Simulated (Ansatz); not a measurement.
A relaxed cell of Ge is given with its symmetry left out. The cell was found from a structure generator's guess, not taken from experiment.

These are results of DFT PBE, scalar-relativistic, plane waves, PAW (Ansatz 0.2.0), not measurements. Cutoff 420 eV, Γ-centred mesh, Gaussian smearing, no spin polarisation.

```xyz
1
Lattice="2.7111 0.0000 0.0000 0.0000 2.7111 0.0000 0.0000 0.0000 2.7111" Properties=species:S:1:pos:R:3 pbc="T T T"
Ge    0.0000    0.0000    0.0000
```

Energies count from the standard state of Ge at the same level.

Problem. What space group does it have?

Solution. Pm-3m (No. 221), the simple cubic type. Conventional cell: a = 2.711 Å. Ge is surrounded by 6 Ge at 2.71 Å.

Problem. How far does it lie from the standard state of Ge?

Solution. +0.24 eV/atom. It lies above the standard state, so it could only be metastable.

Problem. Is it a metal?

Solution. Yes, bands cross the Fermi level on the 20×20×20 mesh.

The last run used a 20×20×20 mesh for its 1-atom cell and Gaussian smearing of 0.10 eV. A structure relaxed within its symmetry needn't be a true minimum.
